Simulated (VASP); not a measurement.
# AlAs in VASP: notebook

One slab, AlAs, is run at these levels: RPBE; tasks: single point.

Program: VASP 6.6.1. These are calculated values, not measurements. Logs are shortened: lines on timing, memory, paths and dates and some standing lists are left out, and cuts for length are marked.

## Step 1: The structure

The cell holds a slab with vacuum, 4 atoms: a = 4.003 Å, b = 4.003 Å, c = 21.719 Å, α = 90.00°, β = 90.00°, γ = 60.00°.

## Step 2: Single point, RPBE

Input file INCAR:

```
SYSTEM = AlAs
  PREC = Accurate
  ENCUT = 520
  EDIFF = 1E-6
  ISMEAR = 1
  SIGMA = 0.05
  LREAL = .FALSE.
  LASPH = .TRUE.
  NELM = 100
  ALGO = Normal
  ISIF = 2
  LWAVE = .FALSE.
  LCHARG = .TRUE.
  LDIPOL = .TRUE.
  IDIPOL = 3
  DIPOL = 0.5 0.5 0.500
  GGA = RP
  LELF = .TRUE.
  LVHAR = .TRUE.
  LVACPOTAV = .TRUE.
  NBANDS = 16
  EFIELD = -0.3
```

Input file KPOINTS:

```
regular mesh
0
G
  4 4 1
  0 0 0
```

Input file POSCAR:

```
AlAs
1.0
    4.0027900000      0.0000000000      0.0000000000
    2.0013950000      3.4665178260      0.0000000000
    0.0000000000      0.0000000000     21.7194626111
Al As
2 2
Direct
    0.0000000000      0.0000000000      0.3683332384
    0.6666666667      0.6666666667      0.5188095374
    0.0000000000      0.0000000000      0.4811904626
    0.6666666667      0.6666666667      0.6316667616
```

Potentials or basis: VASP PAW PBE potentials, release 64 (Al, As).

Started as:

```bash
$ cat potpaw_PBE.64/Al/POTCAR potpaw_PBE.64/As/POTCAR > POTCAR
$ mpirun -np 1 vasp_std > vasp.out
```

OUTCAR:

```text
SYSTEM = AlAs
   PREC = Accurate
   ENCUT = 520
   EDIFF = 1E-6
   ISMEAR = 1
   LREAL = .FALSE.
   LASPH = .TRUE.
   NELM = 100
   ISIF = 2
   GGA = RP

 ion  position               nearest neighbor table
   1  0.000  0.000  0.368-   3 2.45
   2  0.667  0.667  0.519-   4 2.45   3 2.45   3 2.45   3 2.45
   3  0.000  0.000  0.481-   1 2.45   2 2.45   2 2.45   2 2.45
   4  0.667  0.667  0.632-   2 2.45

  LATTYP: Found a hexagonal cell.
 ALAT       =     4.0027900000
 C/A-ratio  =     5.4260809613

  Lattice vectors:

 A1 = (  -2.0013950000,  -3.4665178260,   0.0000000000)
 A2 = (   4.0027900000,   0.0000000000,   0.0000000000)
 A3 = (   0.0000000000,   0.0000000000,  21.7194626111)

Analysis of symmetry for initial positions (statically):
=====================================================================
 Subroutine PRICEL returns:
 Original cell was already a primitive cell.

 Routine SETGRP: Setting up the symmetry group for a
 hexagonal supercell.

 Subroutine GETGRP returns: Found  6 space group operations
 (whereof  6 operations were pure point group operations)
 out of a pool of 24 trial point group operations.

The static configuration has the point symmetry C_3v.

Analysis of symmetry for dynamics (positions and initial velocities):
=====================================================================
 An external electric field (EFIELD) may reduce the allowed symmetry operations
 Subroutine PRICEL returns:
 Original cell was already a primitive cell.

 Routine SETGRP: Setting up the symmetry group for a
 hexagonal supercell.

 Subroutine GETGRP returns: Found  6 space group operations
 (whereof  6 operations were pure point group operations)
 out of a pool of 24 trial point group operations.

The dynamic configuration has the point symmetry C_3v.

 Subroutine INISYM returns: Found  6 space group operations
 (whereof  6 operations are pure point group operations),
 and found     1 'primitive' translations

----------------------------------------------------------------------------------------

                                     Primitive cell

  volume of cell :     301.3737

  direct lattice vectors                    reciprocal lattice vectors
     4.002790000  0.000000000  0.000000000     0.249825747 -0.144236962  0.000000000
     2.001395000  3.466517826  0.000000000     0.000000000  0.288473924  0.000000000
     0.000000000  0.000000000 21.719462611     0.000000000  0.000000000  0.046041655

  length of vectors
     4.002790000  4.002790000 21.719462611     0.288473924  0.288473924  0.046041655

  position of ions in fractional coordinates (direct lattice)
     0.000000000  0.000000000  0.368333238
     0.666666667  0.666666667  0.518809537
     0.000000000  0.000000000  0.481190463
     0.666666667  0.666666667  0.631666762

  ion indices of the primitive-cell ions
   primitive index   ion index
                 1           1
                 2           2
                 3           3
                 4           4

----------------------------------------------------------------------------------------

 KPOINTS: regular mesh

Automatic generation of k-mesh.
 Grid dimensions read from file:
 generate k-points for:    4    4    1

 Generating k-lattice:

  Cartesian coordinates                     Fractional coordinates (reciprocal lattice)
     0.062456437 -0.036059241  0.000000000     0.250000000 -0.000000000  0.000000000
     0.000000000  0.072118481  0.000000000     0.000000000  0.250000000  0.000000000
     0.000000000  0.000000000  0.046041655     0.000000000  0.000000000  1.000000000

  Length of vectors
     0.072118481  0.072118481  0.046041655

  Shift w.r.t. Gamma in fractional coordinates (k-lattice)
     0.000000000  0.000000000  0.000000000

 Subroutine IBZKPT returns following result:
 ===========================================

 Found      4 irreducible k-points:

 Following reciprocal coordinates:
            Coordinates               Weight
  0.000000  0.000000  0.000000      1.000000
  0.250000  0.000000  0.000000      6.000000
  0.500000  0.000000  0.000000      3.000000
  0.500000  0.250000  0.000000      6.000000
   k-points           NKPTS =      4   k-points in BZ     NKDIM =      4   number of bands    NBANDS=     16
   number of dos      NEDOS =    301   number of ions     NIONS =      4
   total plane-waves  NPLWV = 145800
   dimension x,y,z NGX =    30 NGY =   30 NGZ =  162
   dimension x,y,z NGXF=    60 NGYF=   60 NGZF=  324
   ions per type =               2   2
   NGX,Y,Z   is equivalent  to a cutoff of  12.46, 12.46, 12.40 a.u.
   NGXF,Y,Z  is equivalent  to a cutoff of  24.92, 24.92, 24.80 a.u.
 SYSTEM =  AlAs
   PREC   = accura    normal or accurate (medium, high low for compatibility)
   ISTART =      0    job   : 0-new  1-cont  2-samecut
   ICHARG =      2    charge: 1-file 2-atom 10-const
   ISPIN  =      1    spin polarized calculation?
   LNONCOLLINEAR =      F non collinear calculations
   LSORBIT =      F    spin-orbit coupling
   LASPH  =      T    aspherical Exc in radial PAW
   ENCUT  =  520.0 eV  38.22 Ry    6.18 a.u.   7.44  7.44 40.38*2*pi/ulx,y,z
   NELM   =    100;   NELMIN=  2; NELMDL= -5     # of ELM steps
   EDIFF  = 0.1E-05   stopping-criterion for ELM
   LREAL  =      F    real-space projection
   EDIFFG = 0.1E-04   stopping-criterion for IOM
   NSW    =      0    number of steps for IOM
   IBRION =     -1    ionic relax: 0-MD 1-quasi-New 2-CG
   NFREE  =      0    steps in history (QN), initial steepest desc. (CG)
   ISIF   =      2    stress and relaxation
   ISYM   =      2    0-nonsym 1-usesym 2-fastsym
   POTIM  = 0.5000    time-step for ionic-motion
   TEBEG  =    0.0;   TEEND  =   0.0 temperature during run
   PSTRESS=    0.0 pullay stress
   NELECT =      16.0000    total number of electrons
   NUPDOWN=      -1.0000    fix difference up-down
   EMIN   =  10.00;   EMAX   =-10.00  energy-range for DOS
   EFERMI =   0.00;   METHOD = LEGACY
   ISMEAR =     1;   SIGMA  =   0.05  broadening in eV -4-tet -1-fermi 0-gaus
   EFERMI_NEDOS =   21; number of points for ismear=-14 and -15
   IALGO  =     38    algorithm
   IMIX   =      4    mixing-type and parameters
     AMIX     =   0.40;   BMIX     =  1.00
     AMIX_MAG =   1.60;   BMIX_MAG =  1.00
  volume/ion in A,a.u.               =      75.34       508.44
  Fermi-wavevector in a.u.,A,eV,Ry     =   0.615290  1.162729  5.150915  0.378582
  Thomas-Fermi vector in A             =   1.672606
   LORBIT       =      0    0 simple, 1 ext, 2 COOP (PROOUT), +10 PAW based schemes
   GGA     = RP    functional components
   LHFCALC =     F    Hartree Fock is set to
   AEXX    =    0.0000 exact exchange contribution
   IVDW    =     0    specifies the selected vdW correction
   LEPSILON=     F    determine dielectric tensor
   LRPA    =     F    only Hartree local field effects (RPA)
 non-spin polarized calculation
 Methfessel and Paxton  Order N= 1 SIGMA  =   0.05
  energy-cutoff  :      520.00
  volume of cell :      301.37
 maximum number of plane-waves:      8139
 NGX is ok and might be reduce to    30
   NGX = 15   NGY = 15   NGZ = 81

 dipolmoment           0.000000      0.000000      0.000010 electrons x Angstroem

 number of electron      15.9999999 magnetization

 dipolmoment           0.000000      0.000000     -0.129092 electrons x Angstroem

 Free energy of the ion-electron system (eV)
  ---------------------------------------------------
  ext. energy  EPLUGINS =         0.00000000
  ---------------------------------------------------
  free energy    TOTEN  =       -13.42811199 eV

  energy without entropy =      -13.42555348  energy(sigma->0) =      -13.42725915

 E-fermi :  -2.3100     XC(G=0):  -3.7618

 val. band max:       -2.3452713598   @ k =   0.2500   0.0000   0.0000
 cond. band min:      -2.3045537742   @ k =   0.5000   0.0000   0.0000
 fundamental gap:      0.0407175856
 Fermi energy:        -2.3099531602

 k-point     1 :       0.0000    0.0000    0.0000
  band No.  band energies     occupation
      1     -13.8647      2.00000
      2     -12.1401      2.00000
      3      -7.6847      2.00000
      4      -5.1323      2.00000
      5      -3.0364      2.00000
      6      -3.0364      2.00000
      7      -3.0166      2.00000
      8      -0.8503      0.00000
      9      -0.8503      0.00000
     10      -0.0594      0.00000
     11       0.6779      0.00000
     12       1.7236      0.00000
     13       2.2437      0.00000
     14       2.2437      0.00000
     15       2.8230      0.00000
     16       2.8782      0.00000

 k-point     2 :       0.2500    0.0000    0.0000
  band No.  band energies     occupation
      1     -13.4020      2.00000
      2     -11.9024      2.00000
      3      -7.1568      2.00000
      4      -5.9678      2.00000
      5      -4.2581      2.00000
      6      -3.7035      2.00000
      7      -3.1106      2.00000
      8      -2.3453      1.92415
      9      -1.1687      0.00000
     10      -0.2533      0.00000
     11       0.6239      0.00000
     12       1.3533      0.00000
     13       1.7761      0.00000
     14       2.4543      0.00000
     15       2.8896      0.00000
     16       3.6741      0.00000

 k-point     3 :       0.5000    0.0000    0.0000
  band No.  band energies     occupation
      1     -12.7443      2.00000
      2     -11.6853      2.00000
      3      -7.6216      2.00000
      4      -6.2390      2.00000
      5      -4.1844      2.00000
      6      -3.9549      2.00000
      7      -3.7446      2.00000
      8      -2.5669      2.00000
      9      -2.3046      0.81840
     10      -1.4756     -0.00000
     11       0.0146      0.00000
     12       1.2481      0.00000
     13       1.7591      0.00000
     14       2.4014      0.00000
     15       3.3876      0.00000
     16       3.9674      0.00000

 k-point     4 :       0.5000    0.2500    0.0000
  band No.  band energies     occupation
      1     -12.7673      2.00000
      2     -11.6768      2.00000
      3      -7.2192      2.00000
      4      -6.2423      2.00000
      5      -5.3716      2.00000
      6      -3.5977      2.00000
      7      -3.4337      2.00000
      8      -2.8348      2.00000
      9      -2.1409     -0.00002
     10      -1.4280     -0.00000
     11      -0.5475      0.00000
     12       2.1067      0.00000
     13       2.3582      0.00000
     14       2.7345      0.00000
     15       3.3351      0.00000
     16       3.6751      0.00000

------------------------ aborting loop because EDIFF is reached ----------------------------------------

  FORCE on cell =-STRESS in cart. coord.  units (eV):
  Direction    XX          YY          ZZ          XY          YZ          ZX
  --------------------------------------------------------------------------------------
  -------------------------------------------------------------------------------------
  Total       -1.7065106     -1.7065106      1.5755905      0.0000000      0.0000000     -0.0000000
  in kB       -9.0722344     -9.0722344      8.3762305      0.0000000      0.0000000     -0.0000000
  external PRESSURE =      -3.2560795 kB  Pullay stress =       0.0000000 kB

 VOLUME and BASIS-vectors are now :
 -----------------------------------------------------------------------------
  energy-cutoff  :      520.00
  volume of cell :      301.37
      direct lattice vectors                 reciprocal lattice vectors
     4.002790000  0.000000000  0.000000000     0.249825747 -0.144236962  0.000000000
     2.001395000  3.466517826  0.000000000     0.000000000  0.288473924  0.000000000
     0.000000000  0.000000000 21.719462611     0.000000000  0.000000000  0.046041655

 POSITION                                       TOTAL-FORCE (eV/Angst)
 -----------------------------------------------------------------------------------
      0.00000      0.00000      8.00000        -0.000000     -0.000000     -0.371612
      4.00279      2.31101     11.26826        -0.000000      0.000000      0.398681
      0.00000      0.00000     10.45120         0.000000     -0.000000     -0.142239
      4.00279      2.31101     13.71946        -0.000000     -0.000000      0.115170
 -----------------------------------------------------------------------------------
    total drift:                               -0.000000     -0.000000      0.000008

  FREE ENERGIE OF THE ION-ELECTRON SYSTEM (eV)
  ---------------------------------------------------
  free  energy   TOTEN  =       -13.4281119902 eV

  energy  without entropy=      -13.4255534812  energy(sigma->0) =      -13.42725915
```

Wall time 63 s (1 thread of Intel Xeon Platinum 8259CL at 2.50GHz (Skylake/Cascade Lake), shared host); peak memory 0.34 GiB.

What came out:

* Free energy: -13.4281 eV
* Largest force: 0.399 eV/Å
* Band gap on the k mesh: none (metal or under the smearing width)

Forces in eV/Å, atoms in the order of the input:
```
Al   0.000  0.000 -0.372
Al   0.000  0.000  0.399
As   0.000  0.000 -0.142
As   0.000  0.000  0.115
```

Levels at points of the mesh, in eV from the Fermi level:
```tsv
k point	band 6	band 7	band 8	band 9	band 10	band 11
(0.00, 0.00, 0.00)	-0.73	-0.71	1.46	1.46	2.25	2.99
(0.50, 0.00, 0.00)	-1.64	-1.43	-0.26	0.01	0.83	2.32
```

Caveat: the k mesh is coarse (spacing up to 0.45 Å⁻¹), so the values aren't converged; the PAW data sets were made with another functional, which shifts forces and pressure a little.

(Part 1 of 2 ends here.)
